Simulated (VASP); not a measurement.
# BN (P6_3/mmc) in VASP: further runs

The runs below take BN through relaxation of cell and atoms, vibrations by finite differences, with PBE+D3(BJ).

Program: VASP 6.6.1. These are calculated values, not measurements. Logs are shortened: lines on timing, memory, paths and dates and some standing lists are left out, and cuts for length are marked.

### Step 1. The crystal as given

It takes space group P6_3/mmc (No. 194, hexagonal). The conventional cell has a = 2.498 Å, b = 2.498 Å, c = 6.636 Å, α = 90.00°, β = 90.00°, γ = 120.00°. B (site symmetry -6m2) has 3 N at 1.44 Å as nearest neighbours. N (site symmetry -6m2) is surrounded by 3 B at 1.44 Å.

### Step 2. Relaxation of cell and atoms, PBE+D3(BJ)

Contents of INCAR:

```
SYSTEM = BN
ALGO = Normal
EDIFF = 1E-7
EDIFFG = -0.002
ENCUT = 700
GGA = PE
IBRION = 2
ISIF = 3
ISMEAR = 0
IVDW = 12
LASPH = .TRUE.
LCHARG = .FALSE.
LREAL = .FALSE.
LWAVE = .FALSE.
NELM = 60
NSW = 80
PREC = Accurate
SIGMA = 0.02
```

Contents of KPOINTS:

```
k-points
0
G
  15 15 6
  0 0 0
```

Contents of POSCAR:

```
BN
1.0
    2.4982400000      0.0000000000      0.0000000000
   -1.2491200000      2.1635393000      0.0000000000
    0.0000000000      0.0000000000      6.6357000000
B N
2 2
Direct
    0.3333333300      0.6666666700      0.2500000000
    0.6666666700      0.3333333300      0.7500000000
    0.3333333300      0.6666666700      0.7500000000
    0.6666666700      0.3333333300      0.2500000000
```

Potentials or basis: VASP PAW PBE potentials, release 64 (B, N).

Run with:

```bash
$ cat potpaw_PBE.64/B/POTCAR potpaw_PBE.64/N/POTCAR > POTCAR
$ mpirun -np 1 vasp_std > vasp.out
```

OUTCAR:

```text
SYSTEM = BN
   EDIFF = 1E-7
   EDIFFG = -0.002
   ENCUT = 700
   GGA = PE
   IBRION = 2
   ISIF = 3
   ISMEAR = 0
   IVDW = 12
   LASPH = .TRUE.
   LREAL = .FALSE.
   NELM = 60
   NSW = 80
   PREC = Accurate
 IVDW          = 12

 ion  position               nearest neighbor table
   1  0.333  0.667  0.250-   4 1.44   4 1.44   4 1.44
   2  0.667  0.333  0.750-   3 1.44   3 1.44   3 1.44
   3  0.333  0.667  0.750-   2 1.44   2 1.44   2 1.44
   4  0.667  0.333  0.250-   1 1.44   1 1.44   1 1.44

  LATTYP: Found a hexagonal cell.
 ALAT       =     2.4982400000
 C/A-ratio  =     2.6561499296

  Lattice vectors:

 A1 = (   2.4982400000,   0.0000000000,   0.0000000000)
 A2 = (  -1.2491200000,   2.1635393000,   0.0000000000)
 A3 = (   0.0000000000,   0.0000000000,   6.6357000000)

Analysis of symmetry for initial positions (statically):
=====================================================================
 Subroutine PRICEL returns:
 Original cell was already a primitive cell.

 Routine SETGRP: Setting up the symmetry group for a
 hexagonal supercell.

 Subroutine GETGRP returns: Found 24 space group operations
 (whereof 12 operations were pure point group operations)
 out of a pool of 24 trial point group operations.

The static configuration has the point symmetry D_3d.
 The point group associated with its full space group is D_6h.

Analysis of symmetry for dynamics (positions and initial velocities):
=====================================================================
 Subroutine PRICEL returns:
 Original cell was already a primitive cell.

 Routine SETGRP: Setting up the symmetry group for a
 hexagonal supercell.

 Subroutine GETGRP returns: Found 24 space group operations
 (whereof 12 operations were pure point group operations)
 out of a pool of 24 trial point group operations.

The dynamic configuration has the point symmetry D_3d.
 The point group associated with its full space group is D_6h.

 Subroutine INISYM returns: Found 24 space group operations
 (whereof 12 operations are pure point group operations),
 and found     1 'primitive' translations

----------------------------------------------------------------------------------------

                                     Primitive cell

  volume of cell :      35.8662

  direct lattice vectors                    reciprocal lattice vectors
     2.498240000  0.000000000  0.000000000     0.400281798  0.231102805  0.000000000
    -1.249120000  2.163539300  0.000000000     0.000000000  0.462205609  0.000000000
     0.000000000  0.000000000  6.635700000     0.000000000  0.000000000  0.150700002

  length of vectors
     2.498240000  2.498239996  6.635700000     0.462205608  0.462205609  0.150700002

  position of ions in fractional coordinates (direct lattice)
     0.333333330  0.666666670  0.250000000
     0.666666670  0.333333330  0.750000000
     0.333333330  0.666666670  0.750000000
     0.666666670  0.333333330  0.250000000

  ion indices of the primitive-cell ions
   primitive index   ion index
                 1           1
                 2           2
                 3           3
                 4           4

----------------------------------------------------------------------------------------

 KPOINTS: k-points

Automatic generation of k-mesh.
 Grid dimensions read from file:
 generate k-points for:   15   15    6

 Generating k-lattice:

  Cartesian coordinates                     Fractional coordinates (reciprocal lattice)
     0.026685453  0.015406854  0.000000000     0.066666667 -0.000000000  0.000000000
     0.000000000  0.030813707  0.000000000     0.000000000  0.066666667  0.000000000
     0.000000000  0.000000000  0.025116667     0.000000000  0.000000000  0.166666667

  Length of vectors
     0.030813707  0.030813707  0.025116667

  Shift w.r.t. Gamma in fractional coordinates (k-lattice)
     0.000000000  0.000000000  0.000000000

 Subroutine IBZKPT returns following result:
 ===========================================

 Found    108 irreducible k-points:

 Following reciprocal coordinates:
            Coordinates               Weight
  0.000000  0.000000  0.000000      1.000000
  0.066667  0.000000  0.000000      6.000000
  0.133333 -0.000000  0.000000      6.000000
  0.200000 -0.000000  0.000000      6.000000
  0.266667 -0.000000  0.000000      6.000000
  0.333333  0.000000  0.000000      6.000000
[... 16 lines left out ...]
  0.333333  0.200000  0.000000     12.000000
  0.400000  0.200000  0.000000      6.000000
 [... further k-points ...]
   k-points           NKPTS =    108   k-points in BZ     NKDIM =    108   number of bands    NBANDS=     12
   number of dos      NEDOS =    301   number of ions     NIONS =      4
   total plane-waves  NPLWV =  34560
   dimension x,y,z NGX =    24 NGY =   24 NGZ =   60
   dimension x,y,z NGXF=    48 NGYF=   48 NGZF=  120
   ions per type =               2   2
   NGX,Y,Z   is equivalent  to a cutoff of  15.97, 15.97, 15.03 a.u.
   NGXF,Y,Z  is equivalent  to a cutoff of  31.94, 31.94, 30.06 a.u.
 SYSTEM =  BN
   PREC   = accura    normal or accurate (medium, high low for compatibility)
   ISTART =      0    job   : 0-new  1-cont  2-samecut
   ICHARG =      2    charge: 1-file 2-atom 10-const
   ISPIN  =      1    spin polarized calculation?
   LNONCOLLINEAR =      F non collinear calculations
   LSORBIT =      F    spin-orbit coupling
   LASPH  =      T    aspherical Exc in radial PAW
   ENCUT  =  700.0 eV  51.45 Ry    7.17 a.u.   5.39  5.39 14.32*2*pi/ulx,y,z
   NELM   =     60;   NELMIN=  2; NELMDL= -5     # of ELM steps
   EDIFF  = 0.1E-06   stopping-criterion for ELM
   LREAL  =      F    real-space projection
   EDIFFG = -.2E-02   stopping-criterion for IOM
   NSW    =     80    number of steps for IOM
   IBRION =      2    ionic relax: 0-MD 1-quasi-New 2-CG
   NFREE  =      1    steps in history (QN), initial steepest desc. (CG)
   ISIF   =      3    stress and relaxation
   ISYM   =      2    0-nonsym 1-usesym 2-fastsym
   POTIM  = 0.5000    time-step for ionic-motion
   TEBEG  =    0.0;   TEEND  =   0.0 temperature during run
   PSTRESS=    0.0 pullay stress
   NELECT =      16.0000    total number of electrons
   NUPDOWN=      -1.0000    fix difference up-down
   EMIN   =  10.00;   EMAX   =-10.00  energy-range for DOS
   EFERMI =   0.00;   METHOD = LEGACY
   ISMEAR =     0;   SIGMA  =   0.02  broadening in eV -4-tet -1-fermi 0-gaus
   EFERMI_NEDOS =   21; number of points for ismear=-14 and -15
   IALGO  =     38    algorithm
   IMIX   =      4    mixing-type and parameters
     AMIX     =   0.40;   BMIX     =  1.00
     AMIX_MAG =   1.60;   BMIX_MAG =  1.00
  volume/ion in A,a.u.               =       8.97        60.51
  Fermi-wavevector in a.u.,A,eV,Ry     =   1.250891  2.363842 21.289433  1.564729
  Thomas-Fermi vector in A             =   2.384864
   LORBIT       =      0    0 simple, 1 ext, 2 COOP (PROOUT), +10 PAW based schemes
   GGA     = PE    functional components
   LHFCALC =     F    Hartree Fock is set to
   AEXX    =    0.0000 exact exchange contribution
   IVDW    =    12    specifies the selected vdW correction
   LEPSILON=     F    determine dielectric tensor
   LRPA    =     F    only Hartree local field effects (RPA)
 conjugate gradient relaxation of ions
 non-spin polarized calculation
 Gauss-broadening in eV      SIGMA  =   0.02
  energy-cutoff  :      700.00
  volume of cell :       35.87
 maximum number of plane-waves:      1540
 NGX is ok and might be reduce to    24
   NGX = 11   NGY = 11   NGZ = 29

--------------------------------------- Ionic step        1  -------------------------------------------

 number of electron      15.9999999 magnetization

 Free energy of the ion-electron system (eV)
  ---------------------------------------------------
  ext. energy  EPLUGINS =         0.00000000
  ---------------------------------------------------
  free energy    TOTEN  =       -35.16251147 eV

  energy without entropy =      -35.16251147  energy(sigma->0) =      -35.16251147

------------------------ aborting loop because EDIFF is reached ----------------------------------------

 Edisp (eV)   -0.56768

 E8    (eV) :    -0.1663

  FORCE on cell =-STRESS in cart. coord.  units (eV):
  Direction    XX          YY          ZZ          XY          YZ          ZX
  --------------------------------------------------------------------------------------
  -------------------------------------------------------------------------------------
  Total       0.81026     0.81026    -0.08244     0.00000    -0.00000     0.00000
  in kB      36.19497    36.19497    -3.68274     0.00000    -0.00000     0.00000
  external pressure =       22.90 kB  Pullay stress =        0.00 kB
[... 103 lines left out ...]
  FREE ENERGIE OF THE ION-ELECTRON SYSTEM (eV)
  ---------------------------------------------------
  free  energy   TOTEN  =       -35.7328749819 eV

  energy  without entropy=      -35.7328749819  energy(sigma->0) =      -35.73287498

[... ionic steps 4 to 8 ...]

--------------------------------------- Ionic step        9  -------------------------------------------

 number of electron      15.9999999 magnetization

------------------------ aborting loop because EDIFF is reached ----------------------------------------

 Edisp (eV)   -0.57190

 E8    (eV) :    -0.1677
[... 73 lines left out ...]
  energy  without entropy=      -35.7332802091  energy(sigma->0) =      -35.73328021

--------------------------------------- Ionic step       11  -------------------------------------------

 number of electron      15.9999999 magnetization

 Free energy of the ion-electron system (eV)
  ---------------------------------------------------
  ext. energy  EPLUGINS =         0.00000000
  ---------------------------------------------------
  free energy    TOTEN  =       -35.16146167 eV

  energy without entropy =      -35.16146167  energy(sigma->0) =      -35.16146167

 E-fermi :   2.5648     XC(G=0): -10.1445

 val. band max:        2.3962752087   @ k =   0.3333   0.2667   0.0000
 cond. band min:       6.6583921828   @ k =   0.4667   0.0667   0.0000
 fundamental gap:      4.2621169741
 Fermi energy:         2.5648429517

 k-point     1 :       0.0000    0.0000    0.0000
  band No.  band energies     occupation
      1     -15.4362      2.00000
      2     -15.1134      2.00000
      3      -3.8958      2.00000
      4      -1.6404      2.00000
      5       1.0236      2.00000
      6       1.0236      2.00000
      7       1.0655      2.00000
      8       1.0655      2.00000
      9       7.6981      0.00000
     10      12.8089      0.00000
     11      13.8754      0.00000
     12      13.8754      0.00000
[... 331 lines left out ...]
 k-point    24 :       0.4000    0.2000    0.0000
  band No.  band energies     occupation
      1     -11.8949      2.00000
      2     -11.8332      2.00000
      3      -6.0928      2.00000
      4      -5.9986      2.00000
      5      -3.5800      2.00000
      6      -3.4952      2.00000
      7       1.4988      2.00000
      8       2.2945      2.00000
      9       6.9369      0.00000
     10       7.7689      0.00000
     11      14.1087      0.00000
     12      14.3716      0.00000

 [... further k-points ...]

------------------------ aborting loop because EDIFF is reached ----------------------------------------

 Edisp (eV)   -0.57185

 E8    (eV) :    -0.1677

  FORCE on cell =-STRESS in cart. coord.  units (eV):
  Direction    XX          YY          ZZ          XY          YZ          ZX
  --------------------------------------------------------------------------------------
  -------------------------------------------------------------------------------------
  Total       0.00115     0.00115     0.00015     0.00000     0.00000     0.00000
  in kB       0.05152     0.05152     0.00655     0.00000     0.00000     0.00000
  external pressure =        0.04 kB  Pullay stress =        0.00 kB
[... 19 lines left out ...]
  FREE ENERGIE OF THE ION-ELECTRON SYSTEM (eV)
  ---------------------------------------------------
  free  energy   TOTEN  =       -35.7333162555 eV

  energy  without entropy=      -35.7333162555  energy(sigma->0) =      -35.73331626

 reached required accuracy - stopping structural energy minimisation
```

It took 2.6 min on 1 thread of Intel Xeon 6975P-C (Granite Rapids), shared host; peak memory 0.23 GiB.

What came out:

```
Free energy                            : -35.7333 eV
Relaxed volume                         : 8.92 Å³/atom
Relaxed cell                           : a = 2.506 Å, b = 2.506 Å, c = 6.560 Å, α = 90.00°, β = 90.00°, γ = 120.00°
Space group after relaxing (to 0.05 Å) : P6_3/mmc (No. 194)
Energy gained by relaxing              : 0.8 meV/atom
Ionic steps                            : 11
Pressure after relaxing                : 0.0 GPa
Band gap on the k mesh                 : 4.26 eV, indirect (least direct gap 4.63 eV)
Dispersion energy per atom             : -0.143 eV
```

Step by step:
| step | energy change (eV) | largest force (eV/Å) | pressure (GPa) | volume (Å³) |
| --- | --- | --- | --- | --- |
| 1 | 0.0000 | 0.0000 | 2.29 | 35.87 |
| 2 | 0.0072 | 0.0000 | -4.60 | 36.53 |
| 3 | -0.0027 | 0.0000 | -0.13 | 36.09 |
| 4 | -0.0027 | 0.0000 | -0.09 | 36.09 |
| 5 | -0.0027 | 0.0000 | -0.08 | 36.06 |
| 6 | -0.0029 | 0.0000 | -0.05 | 35.98 |
| 7 | -0.0031 | 0.0000 | 0.00 | 35.80 |
| 8 | -0.0030 | 0.0000 | 0.11 | 35.46 |
| 9 | -0.0031 | 0.0000 | 0.03 | 35.69 |
| 10 | -0.0031 | 0.0000 | -0.28 | 35.72 |
| 11 | -0.0031 | 0.0000 | 0.00 | 35.69 |

Final structure:
```
B N
1.0
     2.50646    0.00000    0.00000
    -1.25323    2.17066    0.00000
     0.00000    0.00000    6.56031
B N
2 2
Direct
  0.33333 0.66667 0.25000
  0.66667 0.33333 0.75000
  0.33333 0.66667 0.75000
  0.66667 0.33333 0.25000
```

Caveat: an odd mesh through Γ misses points on the zone boundary, where band edges often lie.

### Step 3. Relaxation of cell and atoms, PBE+D3(BJ)

This run uses another cell than the first one, of 8.92 Å³/atom, 0.995 times its volume.

INCAR is that of step 2.

KPOINTS is that of step 2.

Contents of POSCAR:

```
BN                                      
1.0
    2.5064631375      0.0000000000      0.0000000000
   -1.2532315687      2.1706607459     -0.0000000000
    0.0000000000     -0.0000000000      6.5603082552
  B               N             
     2     2
Direct
     0.3333333300000021    0.6666666699999979    0.2500000000000000
     0.6666666699999979    0.3333333300000021    0.7500000000000000
     0.3333333300000021    0.6666666699999979    0.7500000000000000
     0.6666666699999979    0.3333333300000021    0.2500000000000000
```

Potentials or basis: VASP PAW PBE potentials, release 64 (B, N).

Run with:

```bash
$ cat potpaw_PBE.64/B/POTCAR potpaw_PBE.64/N/POTCAR > POTCAR
$ mpirun -np 1 vasp_std > vasp.out
```

Wall time 28 s (1 thread of Intel Xeon 6975P-C (Granite Rapids), shared host); peak memory 0.21 GiB.

It converged, with:

* Free energy: -35.7330 eV
* Pressure after relaxing: 0.0 GPa
* Band gap on the k mesh: 4.26 eV, indirect (least direct gap 4.63 eV)
* Dispersion energy per atom: -0.143 eV

Final structure:
```
CELL_PARAMETERS angstrom
2.50646 0.00000 0.00000
-1.25323 2.17066 0.00000
0.00000 0.00000 6.56031
ATOMIC_POSITIONS crystal
B 0.33333 0.66667 0.25000
B 0.66667 0.33333 0.75000
N 0.33333 0.66667 0.75000
N 0.66667 0.33333 0.25000
```

Levels at points of the mesh, in eV from the valence-band top:
| k point | band 4 | band 5 | band 6 | band 7 | band 8 | band 9 | band 10 | band 11 | band 12 |
| --- | --- | --- | --- | --- | --- | --- | --- | --- | --- |
| (0.00, 0.00, 0.00) | -4.04 | -1.37 | -1.37 | -1.33 | -1.33 | 5.30 | 10.41 | 11.49 | 11.51 |
| (0.00, 0.00, 0.50) | -5.30 | -1.35 | -1.35 | -1.35 | -1.35 | 7.73 | 7.73 | 11.55 | 11.55 |

Caveat: the relaxation stopped at its first step, so nothing moved; an odd mesh through Γ misses points on the zone boundary, where band edges often lie.

### Step 4. Vibrations by finite differences, PBE+D3(BJ) (a relaxed cell with its volume scaled by 0.98)

Contents of INCAR:

```
SYSTEM = BN
PREC = Accurate ; ENCUT = 700
EDIFF = 1E-8 ; ISMEAR = 0
SIGMA = 0.02 ; LREAL = .FALSE.
LASPH = .TRUE. ; NELM = 60
ALGO = Normal ; ISIF = 2
LWAVE = .FALSE. ; LCHARG = .FALSE.
GGA = PE ; IVDW = 12
IBRION = 6 ; NFREE = 2
POTIM = 0.015 ; NSW = 1
```

Contents of KPOINTS:

```
regular mesh
0
G
  15 15 6
  0 0 0
```

Changes to POSCAR since step 3:

```diff
@@ -2,5 +2,5 @@
 1.0
-    2.5064631375      0.0000000000      0.0000000000
-   -1.2532315687      2.1706607459     -0.0000000000
-    0.0000000000     -0.0000000000      6.5603082552
+    2.4896407304      0.0000000000      0.0000000000
+   -1.2448203651      2.1560921140      0.0000000000
+    0.0000000000      0.0000000000      6.5162780141
   B               N
```

Run with:

```bash
$ cat potpaw_PBE.64/B/POTCAR potpaw_PBE.64/N/POTCAR > POTCAR
$ mpirun -np 1 vasp_std > vasp.out
```

Wall time 5.8 min (1 thread of Intel Xeon 6975P-C (Granite Rapids), shared host); peak memory 0.54 GiB.

It converged, with:

| Item | Value |
| --- | --- |
| Highest phonon frequency at Γ, LO-TO splitting left out | 1391 cm⁻¹ |
| Dispersion energy per atom | -0.146 eV |

Phonon frequencies in cm⁻¹ (negative: imaginary):
| q point | frequencies |
| --- | --- |
| (0.000, 0.000, 0.000) | 0 0 0 48 48 131 736 793 1391 1391 1391 1391 |

### Step 5. Vibrations by finite differences, PBE+D3(BJ) (a relaxed cell with its volume scaled by 1.02)

INCAR is that of step 4.

KPOINTS is that of step 4.

Changes to POSCAR since step 4:

```diff
@@ -2,5 +2,5 @@
 1.0
-    2.4896407304      0.0000000000      0.0000000000
-   -1.2448203651      2.1560921140      0.0000000000
-    0.0000000000      0.0000000000      6.5162780141
+    2.5230627149      0.0000000000      0.0000000000
+   -1.2615313574      2.1850364016      0.0000000000
+    0.0000000000      0.0000000000      6.6037552714
   B               N
```

Run with:

```bash
$ cat potpaw_PBE.64/B/POTCAR potpaw_PBE.64/N/POTCAR > POTCAR
$ mpirun -np 1 vasp_std > vasp.out
```

It took 6.1 min on 1 thread of Intel Xeon 6975P-C (Granite Rapids), shared host; peak memory 0.56 GiB.

It converged, with:

```
Highest phonon frequency at Γ, LO-TO splitting left out : 1317 cm⁻¹
Dispersion energy per atom                              : -0.140 eV
```

Phonon frequencies in cm⁻¹ (negative: imaginary):
| q point | frequencies |
| --- | --- |
| (0.000, 0.000, 0.000) | 0 0 0 48 48 120 746 799 1317 1317 1317 1317 |
